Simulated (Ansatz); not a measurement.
## simple cubic against fcc along the alkaline-earth metals

These are results of DFT, PBE, plane waves (420 eV) with PAW, scalar-relativistic in Ansatz, not measurements.

Each structure is relaxed within its symmetry, in the lowest magnetic state of the tried starts. Differences under about 8 meV lie within the error of the k-point mesh.

| element | E(simple cubic) − E(fcc) (meV/atom) | V(simple cubic) (Å³/atom) | V(fcc) (Å³/atom) | state of simple cubic | state of fcc |
| --- | --- | --- | --- | --- | --- |
| Be | 924 | 10.26 | 7.88 | spin not included | spin not included |
| Mg | 367 | 27.56 | 23.16 | spin not included | spin not included |
| Ca | 394 | 43.80 | 42.17 | spin not included | spin not included |
| Sr | 388 | 58.09 | 55.04 | spin not included | spin not included |
| Ba | 290 | 61.82 | 64.17 | spin not included | spin not included |
